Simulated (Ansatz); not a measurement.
Ga2O3:

```xyz
10
Lattice="6.1070 -1.5186 0.0000 6.1070 1.5186 0.0000 -1.3860 0.0000 5.6300" Properties=species:S:1:pos:R:3 pbc="T T T"
Ga    3.2184    0.0000    3.8621
Ga    7.6096    0.0000    1.7679
Ga   10.8240    0.0000    1.1564
Ga    0.0041    0.0000    4.4736
O     5.1267    0.0000    4.1853
O     5.7013    0.0000    1.4447
O     9.4919    0.0000    2.4592
O     1.3361    0.0000    3.1708
O     8.9710    0.0000    5.0118
O     1.8570    0.0000    0.6182
```

| Quantity | Value |
| --- | --- |
| Program | Ansatz 0.2.0 |
| Task | relaxation of cell and atoms |
| Functional | BLYP |
| Potentials or basis | Ansatz PAW |
| Cutoff | 420 eV (not typed: the program's choice for these potentials) |
| k mesh | 9 × 9 × 5 |
| Occupations | fermi-dirac, width 0.05 eV |
| Spin | no spin polarisation |

At the start: volume 10.44 Å³/atom.

How do energy, volume and symmetry change on relaxing?

It ends after 9 steps and the volume is 11.28 Å³/atom (+8.1 %); space group C2/m (No. 12, to 0.05 Å).

Step by step:
```tsv
step	energy change (eV)	largest force (eV/Å)	volume (Å³)
1	0.0000	0.2659	104.42
2	-0.2451	0.1690	109.17
3	-0.2811	0.0362	111.96
4	-0.2808	0.0233	112.25
5	-0.2811	0.0091	112.22
6	-0.3444	0.0115	112.22
7	-0.3428	0.0039	112.79
8	-0.3425	0.0021	112.83
9	-0.3460	0.0023	112.83
```

Final structure:
```yaml
crystal:
  lattice:
    - [6.29476, -1.55592, 0.01200]
    - [6.29476, 1.55592, 0.01200]
    - [-1.41754, 0.00000, 5.75758]
  atoms:
    - { symbol: Ga, position: [0.34188, 0.34188, 0.68673] }
    - { symbol: Ga, position: [0.65812, 0.65812, 0.31327] }
    - { symbol: Ga, position: [0.91058, 0.91058, 0.20635] }
    - { symbol: Ga, position: [0.08942, 0.08942, 0.79365] }
    - { symbol: O, position: [0.50429, 0.50429, 0.74230] }
    - { symbol: O, position: [0.49571, 0.49571, 0.25770] }
    - { symbol: O, position: [0.82569, 0.82569, 0.43370] }
    - { symbol: O, position: [0.17431, 0.17431, 0.56630] }
    - { symbol: O, position: [0.83881, 0.83881, 0.89137] }
    - { symbol: O, position: [0.16119, 0.16119, 0.10863] }
```

Caveat: the plane-wave basis is chosen anew once the cell has moved, so the energies of steps on either side of that aren't comparable; the pressure holds a Pulay correction of +0.9 GPa for the finite cutoff; the PAW data sets come from PBE, with cores solved anew for the run's functional, which leaves a small shift of forces and pressure.
